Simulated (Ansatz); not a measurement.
## Bi: strain and displacement

```
Bi
1.0
     4.53900    0.00000    0.00000
    -2.26950    3.93089    0.00000
     0.00000    0.00000   11.82900
Bi
2
Direct
  0.33333 0.66667 0.25000
  0.66667 0.33333 0.75000
```

Atom numbers follow the list: Bi1, Bi2.

Conventional cell: a = 4.539 Å, b = 4.539 Å, c = 11.829 Å, α = 90.00°, β = 90.00°, γ = 120.00°.

The geometry is COD entry 9011614, unchecked; take it as a test cell.

No spin–orbit coupling, which matters for the heavy atoms here.

Level of theory: DFT, PBE, all-electron LAPW, scalar-relativistic in Ansatz 0.2.0.

The runs use a Γ-centred 9×9×3 k mesh, Fermi–Dirac smearing of 0.03 eV, basis error target 0.5 meV/atom, no spin polarisation.

The unchanged cell is at -3.27 GPa.

In a metal, stresses and small energies carry noise from the k mesh.

x, y and z are the Cartesian axes of the cell as listed; fractional coordinates follow a strain, and an engineering shear is twice the off-diagonal strain component.

With equal xy, yz and zx engineering shear strains of -3 %: energy change -1 meV/atom; stress change (xx, yy, zz, yz, xz, xy) 0.01, -0.01, -0.01, 0.06, 0.06, -0.11 GPa, compression positive.

Problem. With this change (equal xy, yz and zx engineering shear strains of -1 %), what becomes of the energy and stress?

Solution. Energy change under 1 meV/atom; stress change (xx, yy, zz, yz, xz, xy) 0.00, 0.00, 0.00, 0.02, 0.02, -0.04 GPa, compression positive.

With equal xy, yz and zx engineering shear strains of +2 %: energy change under 1 meV/atom; stress change (xx, yy, zz, yz, xz, xy) 0.01, -0.01, 0.00, -0.04, -0.04, 0.08 GPa, compression positive.

Problem. With this change (equal xy, yz and zx engineering shear strains of -2 %), what becomes of the energy and stress?

Solution. Energy change under 1 meV/atom; stress change (xx, yy, zz, yz, xz, xy) 0.01, -0.01, 0.00, 0.04, 0.04, -0.07 GPa, compression positive.

Problem. With this change (equal xy, yz and zx engineering shear strains of +1 %), what becomes of the energy and stress?

Solution. Energy change under 1 meV/atom; stress change (xx, yy, zz, yz, xz, xy) 0.00, 0.00, 0.00, -0.02, -0.02, 0.04 GPa, compression positive.

Problem. With this change (equal xy, yz and zx engineering shear strains of +3 %), what becomes of the energy and stress?

Solution. Energy change -1 meV/atom; stress change (xx, yy, zz, yz, xz, xy) 0.01, -0.01, -0.01, -0.05, -0.05, 0.11 GPa, compression positive.
